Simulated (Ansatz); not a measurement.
BeO:
```
BeO
1.0
    2.71175     0.00000     0.00000
   -1.35587     2.34844     0.00000
    0.00000     0.00000     4.40446
Be O
2 2
Cartesian
  0.00000   1.56563   4.40385
  1.35587   0.78281   2.20162
  0.00000   1.56563   1.66330
  1.35587   0.78281   3.86553
```

Relaxed with PBE. Special points in fractions of this cell's reciprocal vectors: Γ (0.000, 0.000, 0.000); M (0.500, 0.000, 0.000); K (0.333, 0.333, 0.000); A (0.000, 0.000, 0.500); L (0.500, 0.000, 0.500); H (0.333, 0.333, 0.500).

### Question
List the band energies nearest the valence-band maximum at these points for PBE (plane waves, PAW; program Ansatz).

### Answer
In eV from the valence-band maximum; about four levels below and three above (degenerate sets whole), none deeper than 8.9 eV; points with the same levels are listed once.

```csv
k,below,above
Γ,-0.99 -0.99 -0.04 -0.04 0.00,7.45 11.46 14.19 14.19
M,-3.33 -2.61 -1.93 -0.92,9.72 10.14 13.23
K,-3.60 -3.60 -2.84 -2.38 -2.38,9.11 12.74 14.34 14.34
A,-0.53 -0.53 -0.53 -0.53,9.71 9.71 14.46 14.46
L,-1.84 -1.84 -1.70 -1.70,8.96 8.96 14.49 14.49
H,-4.34 -4.34 -1.26 -1.26,11.56 11.56 11.97 11.97
```

Space group P6_3mc (wurtzite). The PBE relaxation kept the symmetry of its start.

Potentials: the later of the program's two PAW sets.
